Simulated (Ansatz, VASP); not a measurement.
# GaN in two plane-wave programs, part 2 of 2

One calculation is typed for both programs; each brings its own data sets and cutoff. How far apart do they land? The cell is taken from a series of VASP runs on this material, whose earlier steps may have relaxed, scaled or displaced it; both programs get it as it stands.

VASP 6.6.1 and Ansatz 0.2.0.

So far. Step 2 (VASP: band structure, PBEsol, spin-orbit coupling): The run ends at a pressure of 0.76 GPa, with forces up to 3.4e-4 eV/Å.

## (3) Ansatz: band structure, PBEsol, spin-orbit coupling

Level of this step: Ansatz beside VASP: Kohn-Sham DFT, plane waves, PBEsol, spin-orbit coupling (Ansatz).

Ansatz runs on its fully relativistic PAW (standard-fr) files.

The same cell, functional, mesh and smearing now go to Ansatz, which takes its cutoff from its data sets.

Contents of input.yaml:

```yaml
crystal:
  lattice:
    - [3.18, 0.0, 0.0]
    - [-1.59, 2.753961, 0.0]
    - [0.0, 0.0, 5.166]
  atoms:
    - { symbol: Ga, position: [0.333333, 0.666667, 0.9989487149] }
    - { symbol: Ga, position: [0.666667, 0.333333, 0.4989487149] }
    - { symbol: "N", position: [0.333333, 0.666667, 0.3760512851] }
    - { symbol: "N", position: [0.666667, 0.333333, 0.8760512851] }
hamiltonian:
  xc: pbesol
  pseudopotentials: { kind: paw_fr }
magnetization:
  noncollinear: true
  spin_orbit: true
kpoints:
  mp_grid: { grid: [10, 10, 6] }
  band_path:
    path:
      - [0.0, 0.0, 0.0]
      - [0.13333, 0.0, 0.0]
      - [0.3, 0.0, 0.0]
      - [0.46667, 0.0, 0.0]
      - [0.46667, 0.06667, 0.0]
      - [0.41111, 0.17778, 0.0]
      - [0.35556, 0.28889, 0.0]
      - [0.28889, 0.28889, 0.0]
      - [0.17778, 0.17778, 0.0]
      - [0.06667, 0.06667, 0.0]
      - [0.0, 0.0, 0.03333]
      - [0.0, 0.0, 0.2]
      - [0.0, 0.0, 0.36667]
      - [0.0, 0.0, 0.5]
      - [0.16667, 0.0, 0.5]
      - [0.3, 0.0, 0.5]
      - [0.46667, 0.0, 0.5]
      - [0.46667, 0.06667, 0.5]
      - [0.41111, 0.17778, 0.5]
      - [0.35556, 0.28889, 0.5]
      - [0.28889, 0.28889, 0.5]
      - [0.17778, 0.17778, 0.5]
      - [0.06667, 0.06667, 0.5]
      - [0.5, 0.0, 0.46667]
      - [0.5, 0.0, 0.3]
      - [0.5, 0.0, 0.13333]
      - [0.33333, 0.33333, 0.0]
      - [0.33333, 0.33333, 0.16667]
      - [0.33333, 0.33333, 0.33333]
      - [0.33333, 0.33333, 0.5]
    npoints: 1
scf:
  occupations: { method: gaussian, width: 0.02 }
  n_extra_bands: 16
output:
  forces: true
  stress: true
  eigenvalues: true
```

Command:

```console
ansatz run input.yaml --threads 2 --pin off --max-ram 4608MiB --backend cpu --events-out ev --progress --plain --runs-dir out
```

Numbers of over 12 decimals in the logs are rounded to 6 here.

Output:

```text
Warning: the atoms were moved onto the symmetric positions of the space group found under crystal.symmetry.tolerance 1.0e-5 (fractional; no operation is sought that the atoms, as they stand in a round, miss by more than twice it, and no atom is moved by as much as it), and the run uses the moved positions. Before a round's move an operation carried an atom to 3.18e-6 Å from where it should land, the largest such dist [...]
scf.n_extra_bands = 16 over 36 filled bands (N_el = 36.0): the run solves 52 bands
Engine: ansatz 0.2.0, aarch64-unknown-linux-gnu
Pseudopotentials: kind: paw_fr
Pseudopotential: Ga, paw_fr, valence charge 13, recommended cutoff 420 eV (normal), Ga.paw.azcp#standard-fr
Pseudopotential: N, paw_fr, valence charge 5, recommended cutoff 420 eV (normal), N.paw.azcp#standard-fr
Functional definition: PBEsol
  exchange = pbesol_x
  correlation = pbesol_c
non-collinear run that drives no moment, with spin-orbit: no starting moment large enough to seed its density (crystal.atoms[].spin), no starting occupations that ask for one, no magnetisation constraint and no magnetic field, so the semilocal B_xc is pinned to zero
Crystal: 4 atoms, lattice volume = 45.242 Å³
Basis set: ecut = 420 eV, 881 PW (Γ), exchange–correlation on 48×48×72 points (8 copies of the dense FFT grid, shifted against one another)
Bands: 52, of which v1, the nominal top of the filled ones, is band 36 counted from 1 (35 counted from 0)
Symmetry: 12 space group operations + 12 with time reversal
Magnetic group: BNS 186.204 (UNI 1434), of the structure as read, at distance tolerance 3.6e-5 Å
k-points: 56 of 600 (time reversal used)
Projection manifold: j_resolved (fully-relativistic pseudo-atomic orbitals)
Non-local potential: Ga, projectors of the file, l = 0: 2, l = 1: 4, l = 2: 6, l = 3: 2
Non-local potential: N, projectors of the file, l = 0: 2, l = 1: 4, l = 2: 2
PAW form: soft (Blöchl's): semilocal exchange-correlation on the pseudo side does not see the compensation charge
PAW frozen core: Ga, regenerated for the run's functional, and the local potential with it (the file was generated under x = pbe(κ = 0.804, μ = 0.219515), c = pbe(β = 0.066725))
PAW frozen core: N, regenerated for the run's functional, and the local potential with it (the file was generated under x = pbe(κ = 0.804, μ = 0.219515), c = pbe(β = 0.066725))
PAW one-centre angular grid: Ga, 590 points (default); XC on 64 Gauss nodes
PAW one-centre angular grid: N, 110 points (default); XC on 64 Gauss nodes
Initial density: superposition of atomic densities (chi_scale 0.1, normalization cell, long waves kept (reshape's long-wave potential 0.00 eV rms))
Initial wavefunctions: pseudopotential atomic-orbital guess
Functional: x = pbesol(κ = 0.804, μ = 0.123457), c = pbesol(β = 0.046)
SCF iter   1: F=—  HF=-8246.991363 eV  |F-HF|=—  |Δ(HF+E_count)|=         —  Δρ=9.71e-2  dr2=4.06e0  dr2_m=0.00e0 (ungated)  ethr=3.10e-3  |M|=0.00e0 ∫|m|=0.00e0 μB  |m|>n=0.0e0 m-floor=0.0e0 τ_xc=0.0e0  β_m=0.30  ⟨swp⟩=5.3  Hψ=12300  notcnv=0  defer=104
preconditioner: auto → Resta (q_TF=auto, 2.626 Å⁻¹)  ε∞=4.0  [insulator: Δε(μ)=2.694 eV  Ē_g=19.127 eV  σ=0.020 eV  W_gap=1.00  n_scr=22 (ndim 8)  ℏωp=33.1 eV  f_vac=0.000  D(μ)=0.00/eV (n_scr^D=0)  ε∞_Penn≈4.0]
spin=Noncollinear: Resta preconditioning applied to the charge; magnetization (m_x, m_y, m_z) channels mix plain (no charge-response kernel on spin).
SCF iter   2: F=—  HF=-8246.167440 eV  |F-HF|=—  |Δ(HF+E_count)|=   8.24e-1  Δρ=5.64e-2  dr2=1.20e0  dr2_m=0.00e0 (ungated)  ethr=3.10e-3  |M|=0.00e0 ∫|m|=0.00e0 μB  |m|>n=0.0e0 m-floor=0.0e0 τ_xc=0.0e0  β_m=0.47  ⟨swp⟩=2.0  Hψ=4088  notcnv=0  defer=576
SCF iter   3: F=—  HF=-8245.865943 eV  |F-HF|=—  |Δ(HF+E_count)|=   3.01e-1  Δρ=1.99e-2  dr2=1.05e-1  dr2_m=0.00e0 (ungated)  ethr=3.10e-3  |M|=0.00e0 ∫|m|=0.00e0 μB  |m|>n=0.0e0 m-floor=0.0e0 τ_xc=0.0e0  β_m=0.69  ⟨swp⟩=2.0  Hψ=3318  notcnv=0  defer=576
SCF iter   4: F=—  HF=-8245.846348 eV  |F-HF|=—  |Δ(HF+E_count)|=   1.96e-2  Δρ=2.58e-3  dr2=3.63e-3  dr2_m=0.00e0 (ungated)  ethr=2.92e-4  |M|=0.00e0 ∫|m|=0.00e0 μB  |m|>n=0.0e0 m-floor=0.0e0 τ_xc=0.0e0  β_m=0.65  ⟨swp⟩=3.0  Hψ=5211  notcnv=0  defer=580
SCF iter   5: F=—  HF=-8245.845580 eV  |F-HF|=—  |Δ(HF+E_count)|=   7.68e-4  Δρ=2.01e-3  dr2=1.12e-3  dr2_m=0.00e0 (ungated)  ethr=1.01e-5  |M|=0.00e0 ∫|m|=0.00e0 μB  |m|>n=0.0e0 m-floor=0.0e0 τ_xc=0.0e0  β_m=0.79  ⟨swp⟩=2.0  Hψ=4638  notcnv=0  defer=580
SCF iter   6: F=—  HF=-8245.846048 eV  |F-HF|=—  |Δ(HF+E_count)|=   4.68e-4  Δρ=4.25e-4  dr2=5.64e-5  dr2_m=0.00e0 (ungated)  ethr=3.12e-6  |M|=0.00e0 ∫|m|=0.00e0 μB  |m|>n=0.0e0 m-floor=0.0e0 τ_xc=0.0e0  β_m=0.90  ⟨swp⟩=2.2  Hψ=4410  notcnv=0  defer=580
SCF iter   7: F=—  HF=-8245.846098 eV  |F-HF|=—  |Δ(HF+E_count)|=   4.95e-5  Δρ=6.86e-5  dr2=2.02e-6  dr2_m=0.00e0 (ungated)  ethr=1.57e-7  |M|=0.00e0 ∫|m|=0.00e0 μB  |m|>n=0.0e0 m-floor=0.0e0 τ_xc=0.0e0  β_m=0.95  ⟨swp⟩=2.2  Hψ=3478  notcnv=0  defer=580
SCF iter   8: F=-8245.846100 eV  HF=-8245.846100 eV  |F-HF|=2.29e-8  |Δ(HF+E_count)|=   2.68e-6  Δρ=8.73e-6  dr2=2.91e-8  dr2_m=0.00e0 (ungated)  ethr=2.78e-10  |M|=0.00e0 ∫|m|=0.00e0 μB  |m|>n=0.0e0 m-floor=0.0e0 τ_xc=0.0e0  ⟨swp⟩=7.9  Hψ=14885  notcnv=0
SCF 1 converged in 8 iterations: F = -8245.846100 eV  dr2 = 2.91e-8
  greatest PAW one-centre occupation: 0.995 electrons in one spin orbital (limit 2), on the Ga atom at site 1 (counted from 0), in its partial waves of l = 2
NSCF: frozen V_eff on 30 k-points
SCF converged after 8 iterations
Magnetization: |M| = 0.0000 μB,  M = (+0.0000, +0.0000, +0.0000) μB
Absolute magnetization: 0.0000 μB (∫|m|)
  site 0: m = (+0.0000, +0.0000, +0.0000) μB, |m| = 0.0000 μB  (R = 0.80 Å)
  site 1: m = (+0.0000, +0.0000, +0.0000) μB, |m| = 0.0000 μB  (R = 0.80 Å)
  site 2: m = (+0.0000, +0.0000, +0.0000) μB, |m| = 0.0000 μB  (R = 0.80 Å)
  site 3: m = (+0.0000, +0.0000, +0.0000) μB, |m| = 0.0000 μB  (R = 0.80 Å)
Free energy (F): -8245.846100 eV
Harris-Foulkes:  -8245.846100 eV  (|F-HF|=2.29e-8)
Internal energy: -8245.846100 eV  (E = F + TS)
E sigma→0 (E₀):  -8245.846100 eV
Fermi energy:    10.662156 eV
--- Per-component energies (eV) ---
  E_band       = -10.492335
  E_kinetic    = 494.030833
  E_local      = -3888.949745  (includes V_loc(G=0)·N_el)
  E_nonlocal   = 951.360553
  E_hartree    = 1787.848996
  E_xc         = -255.599917
  E_vxc        = -268.007213  (∫ρ·V_xc dr)
  E_paw        = -4152.541577  (= ΣΔE_a)
  E_vpaw       = -874.624608  (= ΣTr[D̂ρ^β])
  E_aug_tail   = 0.000036  (compensation charges beyond the density's cutoff)
  E_ewald      = -3183.783287
  E_core_change = 1.788009  (= ΣΔE_core)
  E_smearing   = -0.000000  (= −TS)
  E_closure    = 0.000000  (closes the sum)
  Σ components = -8245.846100   (vs F -8245.846100, Δ=0.00e0)
--- Forces (eV/Å), atoms counted from 1 ---
  atom   1  Ga     0.00000000    -0.00000000     0.00034456
  atom   2  Ga    -0.00000000     0.00000000     0.00034456
  atom   3  N      0.00000000    -0.00000000    -0.00033903
  atom   4  N      0.00000000     0.00000000    -0.00033903
  max |Σ_I F_I| component: 1.11e-5 eV/Å
--- Stress (GPa, compression-positive) ---
        0.720643       0.000000       0.000000
        0.000000       0.720643       0.000000
        0.000000       0.000000       1.572534
  P = ⅓ Tr σ = 1.0046 GPa (10.046 kbar)
--- Band table (eV; the first three rows and the last of 56) ---
  k-point 0: bands = [... 32 lower, 9.6986, 9.6986, 9.7030, 9.7030, 11.6214, 11.6214, 13.9107, 13.9107, ... 12 higher]
  k-point 1: bands = [... 32 lower, 9.6216, 9.6216, 9.6296, 9.6296, 12.3043, 12.3043, 13.9680, 13.9680, ... 12 higher]
  k-point 2: bands = [... 32 lower, 9.4174, 9.4174, 9.4303, 9.4303, 13.2945, 13.2945, 14.0661, 14.0661, ... 12 higher]
  k-point 55: bands = [... 32 lower, 8.1775, 8.1775, 8.1875, 8.1875, 15.8740, 15.8740, 15.8996, 15.8996, ... 12 higher]
```

The job ended after 25 s (2 threads of Arm Neoverse V1, shared host; peak memory 0.58 GiB).

The column dr2 measures how far the density is from self-consistency, as an energy; F and HF (Harris–Foulkes) agree once it is small.

## (4) Differences

Known differences besides the potentials themselves: spin-orbit coupling enters by fully relativistic files in Ansatz and inside the spheres in VASP; the cutoff is 420 eV in Ansatz and 520 eV in VASP; Ansatz makes its cores anew for this functional, VASP keeps those of its PBE data sets. Total energies have different zeros and are not compared.

The two programs side by side:

```tsv
quantity	Ansatz	VASP	difference
pressure (GPa)	1.00	0.76	+0.25
pressure without Ansatz's Pulay correction (GPa)	0.48	0.76	-0.28
gap over the path points (eV)	1.918	1.938	-0.019
```

Levels at points of the path, from each program's valence-band top (eV; 8 filled, then empty):

```tsv
k (reciprocal lattice)	Ansatz	VASP
0.000 0.000 0.000	-1.05 -1.05 -0.03 -0.03 0.00 0.00 0.00 0.00 1.92 1.92 4.21 4.21 9.16 9.16	-1.05 -1.05 -0.03 -0.03 0.00 0.00 0.00 0.00 1.94 1.94 4.22 4.22 9.17 9.17
0.133 0.000 0.000	-1.42 -1.42 -1.29 -1.27 -0.22 -0.20 -0.17 -0.16 3.06 3.06 5.16 5.17 8.46 8.47	-1.42 -1.42 -1.28 -1.27 -0.22 -0.21 -0.17 -0.16 3.07 3.08 5.17 5.18 8.47 8.48
0.300 0.000 0.000	-3.56 -3.55 -2.29 -2.29 -1.06 -1.03 -0.67 -0.67 4.64 4.67 5.77 5.78 6.91 6.92	-3.56 -3.54 -2.29 -2.29 -1.06 -1.03 -0.67 -0.67 4.65 4.68 5.78 5.78 6.92 6.92
0.467 0.000 0.000	-4.34 -4.33 -2.80 -2.80 -2.21 -2.19 -1.01 -1.01 4.94 4.95 5.54 5.55 6.00 6.01	-4.34 -4.33 -2.80 -2.80 -2.21 -2.19 -1.01 -1.01 4.94 4.95 5.56 5.56 6.01 6.01
0.467 0.067 0.000	-4.26 -4.26 -3.03 -3.01 -2.29 -2.28 -1.21 -1.20 5.24 5.25 5.70 5.70 5.95 5.95	-4.26 -4.26 -3.03 -3.01 -2.29 -2.28 -1.21 -1.20 5.25 5.26 5.71 5.71 5.96 5.96
0.411 0.178 0.000	-4.38 -4.37 -3.66 -3.61 -2.45 -2.44 -2.02 -2.02 5.45 5.46 6.69 6.71 6.72 6.73	-4.38 -4.37 -3.66 -3.61 -2.45 -2.44 -2.02 -2.02 5.46 5.46 6.70 6.72 6.73 6.74
0.356 0.289 0.000	-5.20 -5.19 -3.31 -3.27 -2.83 -2.82 -2.71 -2.69 5.07 5.07 7.61 7.61 7.93 7.93	-5.20 -5.19 -3.31 -3.27 -2.83 -2.82 -2.71 -2.69 5.07 5.07 7.62 7.62 7.94 7.94
0.289 0.289 0.000	-4.74 -4.73 -3.66 -3.61 -2.56 -2.56 -2.50 -2.46 5.21 5.21 7.34 7.34 8.00 8.01	-4.74 -4.73 -3.66 -3.61 -2.56 -2.56 -2.50 -2.47 5.21 5.21 7.35 7.35 8.01 8.02
0.178 0.178 0.000	-3.97 -3.96 -2.67 -2.65 -1.19 -1.19 -1.05 -1.02 5.16 5.17 6.83 6.83 7.18 7.18	-3.96 -3.96 -2.67 -2.65 -1.19 -1.19 -1.05 -1.02 5.17 5.19 6.84 6.84 7.19 7.19
0.067 0.067 0.000	-1.47 -1.46 -0.95 -0.94 -0.18 -0.16 -0.15 -0.15 2.86 2.87 4.98 5.00 8.82 8.82	-1.46 -1.46 -0.95 -0.94 -0.17 -0.16 -0.15 -0.15 2.87 2.88 4.99 5.01 8.83 8.83
```

Among the levels compared at these points, filled levels agree within 5 meV and empty ones within 19 meV. Ansatz's pressure holds a Pulay correction of 0.53 GPa; VASP's holds none.

## (5) Ansatz: single point, PBEsol, spin-orbit coupling

With cell and atoms fixed, the geometry can't cause a difference; cores, projectors, grids and the points listed under the comparison can.

The cell is taken from a series of VASP runs on this material, whose earlier steps may have relaxed, scaled or displaced it; both programs get it as it stands.

input.yaml, the sections that differ from step 3:

```yaml
kpoints:
  mp_grid: { grid: [10, 10, 6] }
scf:
  occupations: { method: gaussian, width: 0.02 }
  n_extra_bands: 10
# crystal, hamiltonian, magnetization, output: as in step 3
```

Output:

```text
[...]
Crystal: 4 atoms, lattice volume = 45.242 Å³
Basis set: ecut = 420 eV, 881 PW (Γ), exchange–correlation on 48×48×72 points (8 copies of the dense FFT grid, shifted against one another)
Bands: 46, of which v1, the nominal top of the filled ones, is band 36 counted from 1 (35 counted from 0)
[...]
k-point 1: bands = [... 32 lower, 9.6216, 9.6216, 9.6296, 9.6296, 12.3043, 12.3043, 13.9680, 13.9680, ... 6 higher]
  k-point 2: bands = [... 32 lower, 9.4174, 9.4174, 9.4304, 9.4304, 13.2945, 13.2945, 14.0661, 14.0661, ... 6 higher]
  k-point 55: bands = [... 32 lower, 8.1775, 8.1775, 8.1875, 8.1875, 15.8740, 15.8740, 15.8996, 15.8996, ... 6 higher]
[key lines of the parts left out:]
SCF converged after 8 iterations
Magnetization: |M| = 0.0000 μB,  M = (+0.0000, +0.0000, +0.0000) μB
Free energy (F): -8245.846100 eV
Fermi energy:    10.662164 eV
P = ⅓ Tr σ = 1.0047 GPa (10.047 kbar)
```

Wall time 15 s (2 threads); peak memory 0.56 GiB; 30 s of CPU time.

The run ends at a pressure of 1.00 GPa, with forces up to 3.5e-4 eV/Å.

## (6) VASP: single point, PBEsol, spin-orbit coupling

The same cell, functional, mesh and smearing now go to VASP, with its own data sets and cutoff.

Contents of INCAR:

```
SYSTEM = GaN
PREC = Accurate
ENCUT = 520
EDIFF = 1E-08
NELM = 100
ISMEAR = 0
SIGMA = 0.02
LREAL = .FALSE.
ALGO = Normal
GGA = PS
LNONCOLLINEAR = .TRUE.
MAGMOM = 0 0 0 0 0 0 0 0 0 0 0 0
NBANDS = 48
GGA_COMPAT = .FALSE.
LASPH = .TRUE.
LSORBIT = .TRUE.
LORBIT = 11
LWAVE = .FALSE.
LCHARG = .FALSE.
KPAR = 4
```

Contents of POSCAR:

```
GaN
1.0
    3.1800000000      0.0000000000      0.0000000000
   -1.5900000000      2.7539610000      0.0000000000
    0.0000000000      0.0000000000      5.1660000000
Ga N
2 2
Direct
    0.3333330000      0.6666670000      0.9989487149
    0.6666670000      0.3333330000      0.4989487149
    0.3333330000      0.6666670000      0.3760512851
    0.6666670000      0.3333330000      0.8760512851
```

Contents of KPOINTS:

```
Automatic mesh
0
Gamma
10 10 6
0 0 0
```

Contents of KPOINTS_OPT:

```
points round the band edges
26
Reciprocal
  0.0000000000   0.0000000000   0.0000000000 1
  0.0000000000   0.0000000000   0.0000000000 1
 -0.0040489018   0.0020244509   0.0000000000 1
  0.0040489018  -0.0020244509   0.0000000000 1
  0.0000000000  -0.0035064520   0.0000000000 1
  0.0000000000   0.0035064520   0.0000000000 1
  0.0000000000   0.0000000000  -0.0065775555 1
  0.0000000000   0.0000000000   0.0065775555 1
 -0.0151833816   0.0075916908   0.0000000000 1
  0.0151833816  -0.0075916908   0.0000000000 1
  0.0000000000  -0.0131491952   0.0000000000 1
  0.0000000000   0.0131491952   0.0000000000 1
  0.0000000000   0.0000000000  -0.0246658331 1
  0.0000000000   0.0000000000   0.0246658331 1
 -0.0040489018   0.0020244509   0.0000000000 1
  0.0040489018  -0.0020244509   0.0000000000 1
  0.0000000000  -0.0035064520   0.0000000000 1
  0.0000000000   0.0035064520   0.0000000000 1
  0.0000000000   0.0000000000  -0.0065775555 1
  0.0000000000   0.0000000000   0.0065775555 1
 -0.0151833816   0.0075916908   0.0000000000 1
  0.0151833816  -0.0075916908   0.0000000000 1
  0.0000000000  -0.0131491952   0.0000000000 1
  0.0000000000   0.0131491952   0.0000000000 1
  0.0000000000   0.0000000000  -0.0246658331 1
  0.0000000000   0.0000000000   0.0246658331 1
```

The projector-augmented-wave data sets are Ga_d and N (PBE family, release 64).

Command:

```console
mpirun -np 4 vasp_ncl
```

Output:

```text
[banner, memory and clock lines left out]
running    4 mpi-ranks, on    1 nodes
[...]
[... a notice as in an earlier step ...]

 LDA part: xc-table for (Slater+PW92), standard interpolation
 POSCAR, INCAR and KPOINTS ok, starting setup
[...]
entering main loop
       N       E                     dE             d eps       ncg     rms          rms(c)
[... 13 cycles as in an earlier step ...]
DAV:  14    -0.262786527791E+02   -0.39187E-06   -0.21256E-06 11136   0.127E-02    0.497E-03
DAV:  15    -0.262786526828E+02    0.96269E-07   -0.33911E-07  9992   0.644E-03    0.197E-03
DAV:  16    -0.262786526265E+02    0.56264E-07   -0.12569E-07 10080   0.607E-03    0.185E-04
DAV:  17    -0.262786526319E+02   -0.53660E-08   -0.26984E-08  8088   0.131E-03
   1 F= -.26278653E+02 E0= -.26278653E+02  d E =-.151683E-30  mag=     0.0000     0.0000     0.0000
 Start KPOINTS_OPT (optional k-point list driver)
k-point batch [1-26\26]
       N       E                     dE             ncg
DAV:   1     0.740498390444E+04    0.67374E+04     2976
DAV:   2    -0.146555968457E+04   -0.88705E+04     2512
DAV:   3    -0.333586623157E+04   -0.18703E+04     3040
DAV:   4    -0.348009105543E+04   -0.14422E+03     2888
[...]
DAV:   9    -0.348624754155E+04   -0.28819E-05     3680
DAV:  10    -0.348624754159E+04   -0.47123E-07     2024
DAV:  11    -0.348624754160E+04   -0.28058E-08     1856
```

Parts of OUTCAR (step 6):

```text
  Total        0.1361489      0.1361489      0.3894081      0.0000000      0.0000000      0.0000000
  in kB        4.8215343      4.8215350     13.7903819      0.0000000      0.0000000      0.0000000
  external PRESSURE =       7.8111504 kB  Pullay stress =       0.0000000 kB

 POSITION                                       TOTAL-FORCE (eV/Angst)
 -----------------------------------------------------------------------------------
     -0.00000      1.83597      5.16057        -0.000000     -0.000000      0.000395
      1.59000      0.91799      2.57757        -0.000000      0.000000      0.000395
     -0.00000      1.83597      1.94268         0.000000      0.000000     -0.000395
      1.59000      0.91799      4.52568        -0.000000     -0.000000     -0.000395
 -----------------------------------------------------------------------------------
    total drift:                               -0.001035      0.000597     -0.000198

  FREE ENERGIE OF THE ION-ELECTRON SYSTEM (eV)
  ---------------------------------------------------
  free  energy   TOTEN  =       -26.2786526319 eV

  energy  without entropy=      -26.2786526319  energy(sigma->0) =      -26.27865263

 magnetization (x)
# of ion       s       p       d       tot
------------------------------------------
    1        0.000  -0.000   0.000  -0.000
    2        0.000   0.000   0.000   0.000
    3        0.000  -0.000   0.000  -0.000
    4        0.000  -0.000   0.000  -0.000
--------------------------------------------------
tot          0.000  -0.000   0.000  -0.000

 magnetization (y)
# of ion       s       p       d       tot
------------------------------------------
    1        0.000   0.000   0.000   0.000
    2        0.000  -0.000   0.000  -0.000
    3       -0.000   0.000   0.000  -0.000
    4        0.000   0.000   0.000   0.000
--------------------------------------------------
tot         -0.000  -0.000   0.000  -0.000

 magnetization (z)
# of ion       s       p       d       tot
------------------------------------------
    1        0.000  -0.000   0.000  -0.000
    2        0.000  -0.000  -0.000  -0.000
    3       -0.000   0.000   0.000  -0.000
    4       -0.000   0.000   0.000  -0.000
--------------------------------------------------
tot         -0.000  -0.000   0.000  -0.000

[... 2 parts as in an earlier step ...]

[... 1 further part left out ...]
[key lines of the parts left out:]
E-fermi :   5.4465
```

The run ends at a pressure of 0.78 GPa, with forces up to 4.0e-4 eV/Å.

## (7) Side by side

Compared:

```tsv
quantity	Ansatz	VASP	difference
pressure (GPa)	1.00	0.78	+0.22
pressure without Ansatz's Pulay correction (GPa)	0.48	0.78	-0.31
gap on the k mesh (eV)	1.918	1.938	-0.019
```

A gap on the mesh is an upper bound, since the band edges may lie between its points. Ansatz's pressure holds a Pulay correction of 0.53 GPa; VASP's holds none.

## (8) Outcome

```yaml
difference_in_gap_over_the_path_points_band_structure_pbesol_spin_orbit_coupling: -0.019 eV
difference_in_gap_on_the_k_mesh_single_point_pbesol_spin_orbit_coupling: -0.019 eV
```

**Reading.** The difference in gap on the k mesh is -0.019 eV (single point, PBEsol, spin-orbit coupling), within the 0.08 eV picked in this series as the mark of a large difference. 6 further runs of this series are not shown here. How closely two codes agree says nothing of how well the functional describes the real material.

[Lines on the potential files, build, host, timing and source positions are cut from VASP's logs without a mark.]

[Logs are printed without paths, hosts, clocks, repeated set-up lines and the standing remarks that a program may print on its own settings, such as how far it seeks lower states.]

[Hosts, paths, dates, database ids (printed as entryN), source tags and the programs' standing remarks are cut or masked in the printed files.]
